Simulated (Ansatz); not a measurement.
Pt:

```
CELL_PARAMETERS angstrom
2.76067 0.00000 0.00000
-1.38033 2.39081 0.00000
0.00000 0.00000 4.79213
ATOMIC_POSITIONS crystal
Pt 0.33333 0.66667 0.25000
Pt 0.66667 0.33333 0.75000
```

This isn't the form of Pt at room conditions, which is fcc.

* Program: Ansatz 0.2.0
* Task: relaxation of cell and atoms
* Functional: HSE03
* Potentials or basis: Ansatz PAW
* Cutoff: 420 eV (not typed: the program's choice for these potentials)
* k mesh: 6 × 6 × 3
* Occupations: fermi-dirac, width 0.05 eV
* Spin: no spin polarisation

At the start: volume 15.81 Å³/atom.

Question: How do energy, volume and symmetry change on relaxing?

Answer: It ends after 4 steps and the volume is 15.21 Å³/atom (-3.8 %); space group P6_3/mmc (No. 194, to 0.05 Å).

Step by step:
```tsv
step	energy change (eV)	largest force (eV/Å)	volume (Å³)
1	0.0000	0.0000	31.63
2	-0.0378	0.0000	30.62
3	-0.0392	0.0000	30.41
4	-0.0386	0.0000	30.41
```

Final structure:
```yaml
crystal:
  lattice:
    - [2.72437, 0.00000, 0.00000]
    - [-1.36218, 2.35937, 0.00000]
    - [0.00000, 0.00000, 4.73155]
  atoms:
    - { symbol: Pt, position: [0.33333, 0.66667, 0.25000] }
    - { symbol: Pt, position: [0.66667, 0.33333, 0.75000] }
```

Caveat: the k mesh is coarse (spacing up to 0.44 Å⁻¹), so the values aren't converged, least of all with exact exchange; the plane-wave basis is chosen anew once the cell has moved, so the energies of steps on either side of that aren't comparable; the PAW data sets come from PBE, with cores solved anew for the run's functional, which leaves a small shift of forces and pressure.
